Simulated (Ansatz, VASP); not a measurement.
# Cross-check of Si26O21 (amorphous SiO2 against Si(100), +19 O) between VASP and Ansatz, part 2 of 2

Aim: how closely do two programs agree when they are given the same cell, functional and k mesh? Of the first pair: The structure shown is the start of the Ansatz relaxation below; VASP solves that cell, so the two are compared at the walk's first step.

VASP 6.6.1 and Ansatz 0.2.0.

So far. Step 3 (VASP: single point, PBE, start cell, pair 1): The run ends at a pressure of -0.03 GPa, with forces up to 1.1 eV/Å.

## Step 5: Ansatz: relaxation, PBE

Level of this step: Ansatz beside VASP: Kohn-Sham DFT, plane waves, PBE (Ansatz).

This run makes the geometry at which the two programs are then compared. The cell compared in this pair holds 2379.57 Å³, against 2364.98 Å³ for the pair before.

The structure compared here is the end of the Ansatz relaxation.

Input file input.yaml:

```yaml
crystal:
  lattice:
    - [10.9, 0.0, 0.0]
    - [0.0, 10.9, 0.0]
    - [0.0, 0.0, 19.90553]
  atoms:
    - { symbol: Si, position: [0.99585, 0.00214, 0.24819] }
    - { symbol: Si, position: [0.16849, 0.1484, 0.0157] }
    - { symbol: Si, position: [0.00692, 0.24322, 0.10914] }
    - { symbol: Si, position: [0.12689, 0.37264, 0.18141] }
    - { symbol: Si, position: [0.24865, 0.00119, 0.10643] }
    - { symbol: Si, position: [0.373, 0.12296, 0.18065] }
    - { symbol: Si, position: [0.24869, 0.247, 0.25083] }
    - { symbol: Si, position: [0.3567, 0.36891, 0.04621] }
    - { symbol: Si, position: [0.11545, 0.12848, 0.31871] }
    - { symbol: Si, position: [0.99297, 0.25884, 0.39048] }
    - { symbol: Si, position: [0.138, 0.3643, 0.4704] }
    - { symbol: Si, position: [0.24282, 0.00936, 0.38875] }
    - { symbol: Si, position: [0.31043, 0.1291, 0.48023] }
    - { symbol: Si, position: [0.37741, 0.37206, 0.31879] }
    - { symbol: Si, position: [0.99756, 0.4997, 0.24538] }
    - { symbol: Si, position: [0.13991, 0.61131, 0.03365] }
    - { symbol: Si, position: [0.00371, 0.74258, 0.10689] }
    - { symbol: Si, position: [0.12048, 0.87903, 0.17758] }
    - { symbol: Si, position: [0.25076, 0.50402, 0.11439] }
    - { symbol: Si, position: [0.37787, 0.62719, 0.17957] }
    - { symbol: Si, position: [0.24883, 0.75336, 0.24601] }
    - { symbol: Si, position: [0.34923, 0.84195, 0.04231] }
    - { symbol: Si, position: [0.12529, 0.62091, 0.31216] }
    - { symbol: Si, position: [0.00861, 0.75196, 0.37901] }
    - { symbol: Si, position: [0.13877, 0.86398, 0.45242] }
    - { symbol: Si, position: [0.24418, 0.496, 0.3867] }
    - { symbol: Si, position: [0.34586, 0.6467, 0.44399] }
    - { symbol: Si, position: [0.3708, 0.88319, 0.31576] }
    - { symbol: Si, position: [0.50091, 0.00137, 0.24765] }
    - { symbol: Si, position: [0.64469, 0.15063, 0.04438] }
[... 105 atom lines left out ...]
    - { symbol: O, position: [0.8999, 0.36086, 0.59629] }
    - { symbol: O, position: [0.76253, 0.64345, 0.41962] }
    - { symbol: O, position: [0.89966, 0.76383, 0.51374] }
    - { symbol: O, position: [0.53543, 0.0642, 0.00141] }
    - { symbol: O, position: [0.81325, 0.80493, 0.96899] }
    - { symbol: O, position: [0.50486, 0.61688, 0.6273] }
kpoints:
  mp_grid: { grid: [1, 1, 1] }
hamiltonian:
  xc: pbe
scf:
  occupations: { method: fermi_dirac, width: 0.025 }
output:
  forces: true
relax:
  f_tol: 0.08
  max_steps: 90
  cell: { fix: [a, b, alpha, beta, gamma] }
```

On the command line:

```console
$ ansatz run input.yaml --threads 4 --pin off --max-ram 15872MiB --backend cpu --events-out ev --progress --plain --runs-dir out
```

Numbers of over 12 decimals in the logs are rounded to 6 here.

What it wrote:

```text
[...]
Crystal: 141 atoms, lattice volume = 2364.976 Å³
Basis set: ecut = 420 eV, 46163 PW (Γ), exchange–correlation on 150×150×270 points (8 copies of the dense FFT grid, shifted against one another)
Bands: 486, of which v1, the nominal top of the filled ones, is band 345 counted from 1 (344 counted from 0)
Symmetry: 1 space group operations
[...]
k-points: 1
[...]
SCF iter   1: F=—  HF=-85404.881897 eV  |F-HF|=—  |Δ(HF+E_count)|=         —  Δρ=2.20e-2  dr2=3.05e1  ethr=1.77e-3  ⟨swp⟩=6.0  Hψ=2335  notcnv=0  defer=99
[...]
- { symbol: O, position: [0.277538, 0.380001, 0.880425] }
    - { symbol: O, position: [0.059083, 0.828707, 0.621410] }
    - { symbol: O, position: [0.311961, 0.043797, 0.543991] }
    - { symbol: O, position: [0.607387, 0.465126, 0.523277] }
    - { symbol: O, position: [0.858818, 0.559454, 0.904767] }
    - { symbol: O, position: [0.092166, 0.441763, 0.532733] }
    - { symbol: O, position: [0.300505, 0.370797, 0.681548] }
[...]
- { symbol: O, position: [0.917697, 0.770468, 0.507663] }
    - { symbol: O, position: [0.572775, 0.084932, -0.0066468] }
    - { symbol: O, position: [0.814985, 0.811451, 0.980449] }
    - { symbol: O, position: [0.504032, 0.617118, 0.619865] }
```

## Step 6: VASP: single point, PBE, relaxed cell, pair 2

The same cell, functional, mesh and smearing now go to VASP, with its own data sets.

Input file INCAR:

```
SYSTEM = Si26O21
PREC = Accurate
ENCUT = 600
EDIFF = 1E-06
NELM = 120
ISMEAR = -1
SIGMA = 0.025
LREAL = Auto
ALGO = Normal
GGA = PE
NBANDS = 443
LORBIT = 11
LWAVE = .FALSE.
LCHARG = .FALSE.
ISIF = 2
LASPH = .TRUE.
GGA_COMPAT = .FALSE.
```

Input file POSCAR:

```
Si26O21
1.0
   10.9000000000      0.0000000000      0.0000000000
    0.0000000000     10.9000000000      0.0000000000
    0.0000000000      0.0000000000     20.0283670000
Si O
78 63
Direct
    0.9881800000      0.0018500000      0.2486300000
    0.1935300000      0.1579500000      0.0206800000
    0.0181600000      0.2393000000      0.1052600000
    0.1190300000      0.3703400000      0.1796800000
    0.2463600000      0.9978800000      0.1025200000
    0.3583000000      0.1149300000      0.1823300000
    0.2381000000      0.2464400000      0.2516000000
    0.3748200000      0.3801400000      0.0617200000
    0.1015100000      0.1335000000      0.3195100000
    0.9784100000      0.2567400000      0.3931100000
    0.1244100000      0.3591600000      0.4638700000
    0.2424900000      0.0225800000      0.3830300000
    0.3072100000      0.1328100000      0.4775600000
    0.3686600000      0.3643500000      0.3211100000
    0.9840700000      0.4963700000      0.2388200000
    0.1436600000      0.6071900000      0.0342200000
    0.0084900000      0.7297000000      0.1078200000
    0.1119100000      0.8798400000      0.1742100000
    0.2461600000      0.5043100000      0.1205900000
    0.3709300000      0.6303700000      0.1832700000
    0.2422600000      0.7600100000      0.2444300000
    0.3528300000      0.8310700000      0.0460900000
    0.1240900000      0.6109600000      0.3022500000
    0.0024100000      0.7409600000      0.3642800000
    0.1539600000      0.8445700000      0.4181200000
    0.2290900000      0.4859900000      0.3827400000
    0.3373100000      0.6394900000      0.4362000000
    0.3646200000      0.8869700000      0.3135100000
    0.4989000000      0.0024500000      0.2451600000
    0.6202500000      0.1117900000      0.0697800000
[... 105 atom lines left out ...]
    0.8953700000      0.3681300000      0.5968500000
    0.7652100000      0.6542500000      0.4128300000
    0.9177000000      0.7704700000      0.5076600000
    0.5727800000      0.0849300000      0.9933500000
    0.8149900000      0.8114500000      0.9804500000
    0.5040300000      0.6171200000      0.6198600000
```

Input file KPOINTS:

```
Automatic mesh
0
Gamma
1 1 1
0 0 0
```

PAW data sets: Si and O (PBE family, release 64).

On the command line:

```console
$ export OMP_NUM_THREADS=3
$ mpirun -np 1 vasp_gam
```

What it wrote:

```text
[... set-up lines as in an earlier step ...]
 entering main loop
       N       E                     dE             d eps       ncg     rms          rms(c)
DAV:   1     0.595775014581E+04    0.59578E+04   -0.39478E+05   894   0.163E+03
DAV:   2    -0.369743373003E+03   -0.63275E+04   -0.60521E+04  1073   0.336E+02
DAV:   3    -0.104009775274E+04   -0.67035E+03   -0.66272E+03  1052   0.113E+02
DAV:   4    -0.105923328793E+04   -0.19136E+02   -0.18999E+02  1052   0.204E+01
[...]
DAV:  28    -0.957493265044E+03    0.19569E-05   -0.71851E-06  1004   0.858E-03    0.534E-02
DAV:  29    -0.957493257719E+03    0.73250E-05   -0.87804E-06   916   0.569E-03    0.150E-02
DAV:  30    -0.957493257060E+03    0.65970E-06   -0.93020E-07   628   0.204E-03
   1 F= -.95749326E+03 E0= -.95745147E+03  d E =-.835782E-01
```

OUTCAR, selected parts (step 6):

```text
  FREE ENERGIE OF THE ION-ELECTRON SYSTEM (eV)
  ---------------------------------------------------
  free  energy   TOTEN  =      -957.4932570596 eV

  energy  without entropy=     -957.4096788625  energy(sigma->0) =     -957.45146796

[... 1 part as in an earlier step ...]
```

The run ends at a pressure of -0.21 GPa, with forces up to 0.90 eV/Å.

## Step 7: Differences

What differs besides the data sets and the points named for the pairs above, as far as they apply: the cutoff is 420 eV in Ansatz and 600 eV in VASP (PREC = Accurate, projectors in real space). Total energies have different zeros and are not compared.

Compared:

| quantity | Ansatz | VASP | difference |
| --- | --- | --- | --- |
| pressure (GPa) | -0.17 | -0.21 | +0.04 |

Forces on 7 of the 141 atoms, those with the largest forces and the largest differences (eV/Å; atoms numbered as in POSCAR):

| atom | Ansatz x, y, z | VASP x, y, z |
| --- | --- | --- |
| Si41 | 0.009, 0.014, 0.006 | -0.076, 0.087, -0.110 |
| Si57 | 0.002, 0.007, 0.008 | 0.014, 0.053, 0.081 |
| Si62 | 0.026, 0.035, -0.021 | -0.019, 0.056, -0.069 |
| Si69 | 0.007, -0.008, -0.002 | 0.014, -0.072, -0.097 |
| O86 | 0.000, -0.014, -0.004 | -0.076, 0.876, 0.177 |
| O118 | -0.001, 0.016, 0.007 | 0.076, -0.875, -0.174 |
| O126 | 0.000, -0.009, 0.000 | 0.088, -0.084, 0.122 |

The forces differ by 67 meV/Å r.m.s., where the r.m.s. force is 0.014 eV/Å in Ansatz and 0.067 eV/Å in VASP: the atoms lie near their places of rest in Ansatz, so a percentage would say little (all taken over all components).

## Step 8: Outcome

- r.m.s. force difference (single point, PBE, start cell, pair 1): 27 % of the r.m.s. force
- r.m.s. force difference (single point, PBE, relaxed cell, pair 2): 67 meV/Å

The r.m.s. force difference is 27 % of the r.m.s. force (single point, PBE, start cell, pair 1), beyond the 3 % picked in this series as the mark of a large difference. What causes the difference of the single point, PBE, start cell, pair 1 pair stays open here. What causes the difference of the single point, PBE, relaxed cell, pair 2 pair stays open here. How closely two codes agree says nothing of how well the functional describes the real material.

[Lines on the potential files, build, host, timing and source positions are cut from VASP's logs without a mark.]

[Logs are printed without paths, hosts, clocks, repeated set-up lines and the standing remarks that a program may print on its own settings, such as how far it seeks lower states.]

[Hosts, paths, dates, database ids (printed as entryN), source tags and the programs' standing remarks are cut or masked in the printed files.]
